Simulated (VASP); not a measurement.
# Zn2SnO3 (Cmmm) in VASP: relaxation of cell and atoms with PBE

Aim: the relaxation of cell and atoms of Zn2SnO3 with PBE.

Everything below comes from runs of VASP 6.6.1. Logs are shortened: lines on timing, memory, paths and dates and some standing lists are left out, and cuts for length are marked.

## (1) Starting point

It takes space group Cmmm (No. 65, orthorhombic). Conventional cell: a = 3.935 Å, b = 12.187 Å, c = 3.619 Å, α = 90.00°, β = 90.00°, γ = 90.00°. Zn (site symmetry m2m) has 4 O at 1.92 to 1.99 Å as nearest neighbours. Sn (site symmetry mmm) is surrounded by 8 O at 2.67 to 2.84 Å. Around O (site symmetry m2m) lie 3 Zn at 1.98 to 1.99 Å. O (site symmetry mmm) is surrounded by 2 Zn at 1.92 Å.

The cell was built by a generator and needn't be a form met in nature.

## (2) Relaxation of cell and atoms, PBE

File INCAR:

```
SYSTEM = Zn2SnO3
  ALGO = Fast
  EDIFF = 1E-4
  EDIFFG = -0.08
  ENCUT = 520
  GGA = PE
  IBRION = 2
  ISIF = 3
  ISMEAR = 0
  LASPH = .True.
  LCHARG = .False.
  LREAL = .False.
  LWAVE = .False.
  NELM = 60
  NSW = 24
  PREC = Normal
  SIGMA = 0.15
```

File KPOINTS:

```
k-points
0
Gamma
  4 4 4
  0 0 0
```

File POSCAR:

```
Zn2SnO3
1.0
    1.9677485100     -6.0932662700      0.0000000000
    1.9677485100      6.0932662700      0.0000000000
    0.0000000000      0.0000000000      3.6191738900
Zn Sn O
2 1 3
Direct
    0.6578390000      0.3421610000      0.0000000000
    0.3421610000      0.6578390000      0.0000000000
    0.0000000000      0.0000000000      0.5000000000
    0.8206539900      0.1793460100      0.0000000000
    0.5000000000      0.5000000000      0.0000000000
    0.1793460100      0.8206539900      0.0000000000
```

Potentials or basis: VASP PAW PBE potentials, release 64 (Zn, Sn_d, O).

On the command line:

```console
cat potpaw_PBE.64/Zn/POTCAR potpaw_PBE.64/Sn_d/POTCAR potpaw_PBE.64/O/POTCAR > POTCAR
mpirun -np 1 vasp_std > vasp.out
```

OUTCAR:

```text
SYSTEM = Zn2SnO3
   EDIFF = 1E-4
   EDIFFG = -0.08
   ENCUT = 520
   GGA = PE
   IBRION = 2
   ISIF = 3
   ISMEAR = 0
   LASPH = .True.
   LREAL = .False.
   NELM = 60
   NSW = 24
   PREC = Normal

 ion  position               nearest neighbor table
   1  0.658  0.342  0.000-   5 1.92   4 1.98   6 1.99   6 1.99   2 2.99   2 2.99   3 3.29   3 3.29
                             3 3.29   3 3.29
   2  0.342  0.658  0.000-   5 1.92   6 1.98   4 1.99   4 1.99   1 2.99   1 2.99   3 3.29   3 3.29
                             3 3.29   3 3.29
   3  0.000  0.000  0.500-   5 2.67   5 2.67   5 2.67   5 2.67   4 2.84   6 2.84   6 2.84   4 2.84
                             1 3.29   1 3.29   1 3.29   1 3.29   2 3.29   2 3.29   2 3.29   2 3.29
   4  0.821  0.179  0.000-   1 1.98   2 1.99   2 1.99   3 2.84   3 2.84
   5  0.500  0.500  0.000-   1 1.92   2 1.92   3 2.67   3 2.67   3 2.67   3 2.67
   6  0.179  0.821  0.000-   2 1.98   1 1.99   1 1.99   3 2.84   3 2.84

  LATTYP: Found a base centered orthorhombic cell.
 ALAT       =     3.9354970200
 B/A-ratio  =     3.0965675944
 C/A-ratio  =     0.9196230798

  Lattice vectors:

 A1 = (   1.9677485100,  -6.0932662700,   0.0000000000)
 A2 = (   1.9677485100,   6.0932662700,   0.0000000000)
 A3 = (   0.0000000000,   0.0000000000,   3.6191738900)

Analysis of symmetry for initial positions (statically):
=====================================================================
 Subroutine PRICEL returns:
 Original cell was already a primitive cell.

 Routine SETGRP: Setting up the symmetry group for a
 base centered orthorhombic supercell.

 Subroutine GETGRP returns: Found  8 space group operations
 (whereof  8 operations were pure point group operations)
 out of a pool of  8 trial point group operations.

The static configuration has the point symmetry D_2h.

Analysis of symmetry for dynamics (positions and initial velocities):
=====================================================================
 Subroutine PRICEL returns:
 Original cell was already a primitive cell.

 Routine SETGRP: Setting up the symmetry group for a
 base centered orthorhombic supercell.

 Subroutine GETGRP returns: Found  8 space group operations
 (whereof  8 operations were pure point group operations)
 out of a pool of  8 trial point group operations.

The dynamic configuration has the point symmetry D_2h.

 Subroutine INISYM returns: Found  8 space group operations
 (whereof  8 operations are pure point group operations),
 and found     1 'primitive' translations

----------------------------------------------------------------------------------------

                                     Primitive cell

  volume of cell :      86.7879

  direct lattice vectors                    reciprocal lattice vectors
     1.967748510 -6.093266270  0.000000000     0.254097512 -0.082057796  0.000000000
     1.967748510  6.093266270  0.000000000     0.254097512  0.082057796  0.000000000
     0.000000000  0.000000000  3.619173890     0.000000000  0.000000000  0.276306149

  length of vectors
     6.403118618  6.403118618  3.619173890     0.267018777  0.267018777  0.276306149

  position of ions in fractional coordinates (direct lattice)
     0.657839000  0.342161000  0.000000000
     0.342161000  0.657839000  0.000000000
     0.000000000  0.000000000  0.500000000
     0.820653990  0.179346010  0.000000000
     0.500000000  0.500000000  0.000000000
     0.179346010  0.820653990  0.000000000

  ion indices of the primitive-cell ions
   primitive index   ion index
                 1           1
                 2           2
                 3           3
                 4           4
                 5           5
                 6           6

----------------------------------------------------------------------------------------

 KPOINTS: k-points

Automatic generation of k-mesh.
 Grid dimensions read from file:
 generate k-points for:    4    4    4

 Generating k-lattice:

  Cartesian coordinates                     Fractional coordinates (reciprocal lattice)
     0.063524378 -0.020514449  0.000000000     0.250000000  0.000000000  0.000000000
     0.063524378  0.020514449  0.000000000     0.000000000  0.250000000  0.000000000
     0.000000000  0.000000000  0.069076537     0.000000000  0.000000000  0.250000000

  Length of vectors
     0.066754694  0.066754694  0.069076537

  Shift w.r.t. Gamma in fractional coordinates (k-lattice)
     0.000000000  0.000000000  0.000000000

 Subroutine IBZKPT returns following result:
 ===========================================

 Found     21 irreducible k-points:

 Following reciprocal coordinates:
            Coordinates               Weight
  0.000000  0.000000  0.000000      1.000000
  0.250000  0.000000  0.000000      4.000000
  0.500000  0.000000  0.000000      2.000000
  0.250000  0.250000  0.000000      2.000000
  0.500000  0.250000  0.000000      4.000000
 -0.250000  0.250000  0.000000      2.000000
[... 13 lines left out ...]
 -0.250000  0.250000  0.500000      2.000000
  0.500000  0.500000  0.500000      1.000000
   k-points           NKPTS =     21   k-points in BZ     NKDIM =     21   number of bands    NBANDS=     33
   number of dos      NEDOS =    301   number of ions     NIONS =      6
   total plane-waves  NPLWV =  25920
   dimension x,y,z NGX =    36 NGY =   36 NGZ =   20
   dimension x,y,z NGXF=    72 NGYF=   72 NGZF=   40
   ions per type =               2   1   3
   NGX,Y,Z   is equivalent  to a cutoff of   9.35,  9.35,  9.19 a.u.
   NGXF,Y,Z  is equivalent  to a cutoff of  18.69, 18.69, 18.37 a.u.
 SYSTEM =  Zn2SnO3
   PREC   = normal    normal or accurate (medium, high low for compatibility)
   ISTART =      0    job   : 0-new  1-cont  2-samecut
   ICHARG =      2    charge: 1-file 2-atom 10-const
   ISPIN  =      1    spin polarized calculation?
   LNONCOLLINEAR =      F non collinear calculations
   LSORBIT =      F    spin-orbit coupling
   LASPH  =      T    aspherical Exc in radial PAW
   ENCUT  =  520.0 eV  38.22 Ry    6.18 a.u.  11.91 11.91  6.73*2*pi/ulx,y,z
   NELM   =     60;   NELMIN=  2; NELMDL= -5     # of ELM steps
   EDIFF  = 0.1E-03   stopping-criterion for ELM
   LREAL  =      F    real-space projection
   EDIFFG = -.8E-01   stopping-criterion for IOM
   NSW    =     24    number of steps for IOM
   IBRION =      2    ionic relax: 0-MD 1-quasi-New 2-CG
   NFREE  =      1    steps in history (QN), initial steepest desc. (CG)
   ISIF   =      3    stress and relaxation
   ISYM   =      2    0-nonsym 1-usesym 2-fastsym
   POTIM  = 0.5000    time-step for ionic-motion
   TEBEG  =    0.0;   TEEND  =   0.0 temperature during run
   PSTRESS=    0.0 pullay stress
   NELECT =      56.0000    total number of electrons
   NUPDOWN=      -1.0000    fix difference up-down
   EMIN   =  10.00;   EMAX   =-10.00  energy-range for DOS
   EFERMI =   0.00;   METHOD = LEGACY
   ISMEAR =     0;   SIGMA  =   0.15  broadening in eV -4-tet -1-fermi 0-gaus
   EFERMI_NEDOS =   21; number of points for ismear=-14 and -15
   IALGO  =     68    algorithm
   IMIX   =      4    mixing-type and parameters
     AMIX     =   0.40;   BMIX     =  1.00
     AMIX_MAG =   1.60;   BMIX_MAG =  1.00
  volume/ion in A,a.u.               =      14.46        97.61
  Fermi-wavevector in a.u.,A,eV,Ry     =   1.414657  2.673314 27.228714  2.001254
  Thomas-Fermi vector in A             =   2.536176
   LORBIT       =      0    0 simple, 1 ext, 2 COOP (PROOUT), +10 PAW based schemes
   GGA     = PE    functional components
   LHFCALC =     F    Hartree Fock is set to
   AEXX    =    0.0000 exact exchange contribution
   IVDW    =     0    specifies the selected vdW correction
   LEPSILON=     F    determine dielectric tensor
   LRPA    =     F    only Hartree local field effects (RPA)
 conjugate gradient relaxation of ions
 non-spin polarized calculation
 RMM-DIIS sequential band-by-band and
 Gauss-broadening in eV      SIGMA  =   0.15
  energy-cutoff  :      520.00
  volume of cell :       86.79
 maximum number of plane-waves:      2372
   NGX = 23   NGY = 23   NGZ = 13

--------------------------------------- Ionic step        1  -------------------------------------------

 number of electron      55.9999941 magnetization

 Free energy of the ion-electron system (eV)
  ---------------------------------------------------
  ext. energy  EPLUGINS =         0.00000000
  ---------------------------------------------------
  free energy    TOTEN  =       -26.32744462 eV

  energy without entropy =      -26.32578490  energy(sigma->0) =      -26.32661476

------------------------ aborting loop because EDIFF is reached ----------------------------------------

  FORCE on cell =-STRESS in cart. coord.  units (eV):
  Direction    XX          YY          ZZ          XY          YZ          ZX
  --------------------------------------------------------------------------------------
  -------------------------------------------------------------------------------------
  Total        3.5066292      4.1153403     -0.8926959      0.0000000      0.0000000      0.0000000
  in kB       64.7353106     75.9726273    -16.4799140      0.0000000      0.0000000      0.0000000
  external PRESSURE =      41.4093413 kB  Pullay stress =       0.0000000 kB
[... 101 lines left out ...]
  FREE ENERGIE OF THE ION-ELECTRON SYSTEM (eV)
  ---------------------------------------------------
  free  energy   TOTEN  =       -26.5468652300 eV

  energy  without entropy=      -26.5468629086  energy(sigma->0) =      -26.54686407

[... ionic steps 4 to 12 ...]

--------------------------------------- Ionic step       13  -------------------------------------------

 number of electron      55.9999983 magnetization

------------------------ aborting loop because EDIFF is reached ----------------------------------------

  FORCE on cell =-STRESS in cart. coord.  units (eV):
  Direction    XX          YY          ZZ          XY          YZ          ZX
  --------------------------------------------------------------------------------------
  -------------------------------------------------------------------------------------
  Total        0.3548912      0.2467776      0.1042813      0.0000000      0.0000000      0.0000000
  in kB        6.5784910      4.5744280      1.9330253      0.0000000      0.0000000      0.0000000
  external PRESSURE =       4.3619814 kB  Pullay stress =       0.0000000 kB
[... 65 lines left out ...]
  energy  without entropy=      -26.6723947124  energy(sigma->0) =      -26.67239471

--------------------------------------- Ionic step       15  -------------------------------------------

 number of electron      55.9999980 magnetization

 Free energy of the ion-electron system (eV)
  ---------------------------------------------------
  ext. energy  EPLUGINS =         0.00000000
  ---------------------------------------------------
  free energy    TOTEN  =       -26.67367184 eV

  energy without entropy =      -26.67367183  energy(sigma->0) =      -26.67367184

 E-fermi :   4.2591     XC(G=0): -10.4473

 val. band max:        3.7089522954   @ k =   0.5000   0.5000   0.5000
 cond. band min:       4.8296853007   @ k =   0.5000   0.0000   0.0000
 fundamental gap:      1.1207330052
 Fermi energy:         4.2590886573

 k-point     1 :       0.0000    0.0000    0.0000
  band No.  band energies     occupation
      1     -17.5436      2.00000
      2     -17.5125      2.00000
      3     -17.5114      2.00000
      4     -17.4551      2.00000
      5     -17.4433      2.00000
      6     -14.7367      2.00000
[... 778 lines left out ...]
  FREE ENERGIE OF THE ION-ELECTRON SYSTEM (eV)
  ---------------------------------------------------
  free  energy   TOTEN  =       -26.6736718388 eV

  energy  without entropy=      -26.6736718344  energy(sigma->0) =      -26.67367184

 reached required accuracy - stopping structural energy minimisation
```

Run time: 3.1 min. Hardware: 1 thread of Intel Xeon Platinum 8559C (Emerald Rapids), shared host; peak memory 0.21 GiB.

Results:

| Property | Result |
| --- | --- |
| Free energy | -26.6737 eV |
| Relaxed volume | 14.48 Å³/atom |
| Relaxed cell | a = 6.327 Å, b = 6.327 Å, c = 3.507 Å, α = 90.00°, β = 90.00°, γ = 141.76° |
| Space group after relaxing (to 0.05 Å) | Cmmm (No. 65) |
| Energy gained by relaxing | 57.7 meV/atom |
| Ionic steps | 15 |
| Pressure after relaxing | -0.2 GPa |
| Largest force after relaxing | 0.070 eV/Å |
| Band gap on the k mesh | 1.12 eV, indirect (least direct gap 1.17 eV) |

Forces in eV/Å, atoms in the order of the input:
```
Zn   0.000 -0.021  0.000
Zn   0.000  0.021  0.000
Sn   0.000  0.000  0.000
O    0.000 -0.070  0.000
O    0.000  0.000  0.000
O    0.000  0.070  0.000
```

Stress tensor (GPa, compression positive):
```
-0.19  0.00  0.00
 0.00 -0.33  0.00
 0.00  0.00  0.02
```

The path:
| step | energy change (eV) | largest force (eV/Å) | pressure (GPa) | volume (Å³) |
| --- | --- | --- | --- | --- |
| 1 | 0.0000 | 1.3405 | 4.14 | 86.79 |
| 2 | -0.2137 | 0.4666 | -4.32 | 91.53 |
| 3 | -0.2194 | 0.5419 | -3.24 | 90.83 |
| 4 | -0.3080 | 0.2368 | -0.80 | 88.18 |
| 5 | -0.3167 | 0.1546 | -0.22 | 87.32 |
| 6 | -0.3172 | 0.1600 | 0.66 | 86.93 |
| 7 | -0.3172 | 0.1336 | -0.51 | 87.10 |
| 8 | -0.3172 | 0.1479 | 0.01 | 87.01 |
| 9 | -0.3277 | 0.0516 | 0.23 | 86.69 |
| 10 | -0.3315 | 0.1106 | 0.09 | 86.42 |
| 11 | -0.3385 | 0.0405 | 0.29 | 86.43 |
| 12 | -0.3441 | 0.2096 | 0.71 | 86.42 |
| 13 | -0.3452 | 0.1181 | 0.44 | 86.43 |
| 14 | -0.3450 | 0.0495 | -1.44 | 87.31 |
| 15 | -0.3462 | 0.0703 | -0.17 | 86.89 |

Final structure:
```cif
data_structure
_symmetry_space_group_name_H-M 'P 1'
_symmetry_Int_Tables_number 1
_cell_length_a 6.3273
_cell_length_b 6.3273
_cell_length_c 3.5066
_cell_angle_alpha 90.000
_cell_angle_beta 90.000
_cell_angle_gamma 141.762
_cell_volume 86.89
loop_
_atom_site_label
_atom_site_type_symbol
_atom_site_fract_x
_atom_site_fract_y
_atom_site_fract_z
_atom_site_occupancy
Zn1 Zn 0.66572 0.33428 0.00000 1
Zn2 Zn 0.33428 0.66572 0.00000 1
Sn1 Sn 0.00000 0.00000 0.50000 1
O1 O 0.83110 0.16890 0.00000 1
O2 O 0.50000 0.50000 0.00000 1
O3 O 0.16890 0.83110 0.00000 1
```

Levels at points of the mesh, in eV from the valence-band top:
```csv
k point,band 24,band 25,band 26,band 27,band 28,band 29,band 30,band 31,band 32,band 33
"(0.00, 0.00, 0.00)",-3.15,-2.53,-2.16,-1.81,-1.75,1.78,2.98,4.61,5.01,6.87
"(0.50, 0.00, 0.00)",-1.92,-1.91,-1.68,-0.63,-0.05,1.12,2.46,4.34,5.28,5.83
"(0.50, 0.50, 0.00)",-2.64,-2.44,-2.42,-1.74,-1.60,1.14,2.00,4.99,5.95,6.78
"(0.00, 0.00, 0.50)",-3.25,-2.77,-2.29,-1.88,-0.56,1.36,2.11,3.11,3.69,4.56
"(0.50, 0.00, 0.50)",-3.03,-2.59,-1.49,-1.39,-0.38,2.07,2.37,4.21,4.41,5.98
"(0.50, 0.50, 0.50)",-2.84,-2.76,-2.51,-1.99,0.00,2.40,2.84,3.06,4.51,4.80
```

Caveat: the k mesh is coarse (spacing up to 0.43 Å⁻¹), so the values aren't converged; spin-orbit coupling is left out, which moves the levels of the heavy elements; the relaxation stopped at a loose force limit of 0.08 eV/Å, so its end isn't a converged minimum. A k mesh can miss the band edges.
